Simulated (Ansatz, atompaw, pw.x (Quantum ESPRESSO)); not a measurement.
## Hf (Z = 72): does the PAW (atompaw) potential hold in the solid?

```
Element                 : hafnium
Generator               : atompaw 4.2.0.5
Type                    : PAW
Functional              : PBE
Relativity              : scalar-relativistic
Frozen core             : [Kr] 4d10 4f14
Valence charge          : 12
Reference configuration : 5s2 5p6 5d2 6s2 6p0
Partial waves           : 5s (bound): rc 1.35 bohr; 6s (bound): rc 2.65 bohr; 5p (bound): rc 2.20 bohr; 6p (bound, empty): rc 2.65 bohr; 5d (bound): rc 2.65 bohr; 5d channel at 2.25 Ry: rc 2.65 bohr
Local potential         : bessel scheme, radius 1.85 bohr
Core correction         : smooth core density matched at 1.80 bohr
Augmentation charge     : sinc compensation charge, radius 2.35 bohr; PAW radius 2.65 bohr; waves and projectors: custom rrkj gramschmidtortho
```

Crystal test: fcc Hf in pw.x 7.5, no spin, 13³ k-points, Fermi–Dirac smearing 0.01 Ry, cutoffs 50/500 Ry. The lattice is a test structure that the element need not adopt, and mesh and smearing are coarse.

pw.x input:

```
&control
  calculation='scf', prefix='x', pseudo_dir='./', outdir='./tmp', tstress=.true., disk_io='none'
/
&system
  ibrav=0, nat=1, ntyp=1, ecutwfc=50, ecutrho=500, nbnd=14,
  occupations='smearing', smearing='fd', degauss=0.01
/
&electrons
  conv_thr=1e-09, mixing_beta=0.4, electron_maxstep=70
/
ATOMIC_SPECIES
Hf 1.0 Hf.UPF
CELL_PARAMETERS angstrom
  0.00000000 2.24669474 2.24669474
  2.24669474 0.00000000 2.24669474
  2.24669474 2.24669474 0.00000000
ATOMIC_POSITIONS crystal
Hf 0.0000 0.0000 0.0000
K_POINTS automatic
13 13 13 0 0 0
```

```bash
pw.x < Hf.scf.in > Hf.scf.out
```

Task: How does the run end?

Result: It converges; the pressure is 0.56 GPa against -0.23 GPa from all-electron LAPW.  The log shows:

```
     number of Kohn-Sham states=           14
     kinetic-energy cutoff     =      50.0000  Ry
     charge density cutoff     =     500.0000  Ry
     scf convergence threshold =      1.0E-09
     Exchange-correlation= SLA PW PBX PBC
     number of k points=    84  Fermi-Dirac smearing, width (Ry)=  0.0100
     iteration #  1     ecut=    50.00 Ry     beta= 0.40
     total energy              =    -696.21228644 Ry
     estimated scf accuracy    <       0.02232379 Ry
     iteration #  2     ecut=    50.00 Ry     beta= 0.40
     total energy              =    -696.21143812 Ry
     estimated scf accuracy    <       0.00341937 Ry
     iteration #  3     ecut=    50.00 Ry     beta= 0.40
     total energy              =    -696.21214151 Ry
     estimated scf accuracy    <       0.00022189 Ry
     iteration #  4     ecut=    50.00 Ry     beta= 0.40
     total energy              =    -696.21214947 Ry
     estimated scf accuracy    <       0.00000348 Ry
     iteration #  5     ecut=    50.00 Ry     beta= 0.40
     total energy              =    -696.21215066 Ry
     estimated scf accuracy    <       0.00000033 Ry
     iteration #  6     ecut=    50.00 Ry     beta= 0.40
     total energy              =    -696.21215076 Ry
     estimated scf accuracy    <          5.2E-09 Ry
     iteration #  7     ecut=    50.00 Ry     beta= 0.40
     the Fermi energy is    13.8984 ev
!    total energy              =    -696.21215076 Ry
     estimated scf accuracy    <          2.5E-10 Ry
     smearing contrib. (-TS)   =      -0.00667017 Ry
     The total energy is F=E-TS. E is the sum of the following terms:
     one-electron contribution =     -16.68154595 Ry
     hartree contribution      =      16.40737005 Ry
     xc contribution           =     -14.92220729 Ry
     ewald contribution        =     -77.75276395 Ry
     one-center paw contrib.   =    -603.25633344 Ry
     convergence has been achieved in   7 iterations
          total   stress  (Ry/bohr**3)                   (kbar)     P=        5.62
     Message from routine punch:
     Nothing written, as per user request (disk_io='none')
```
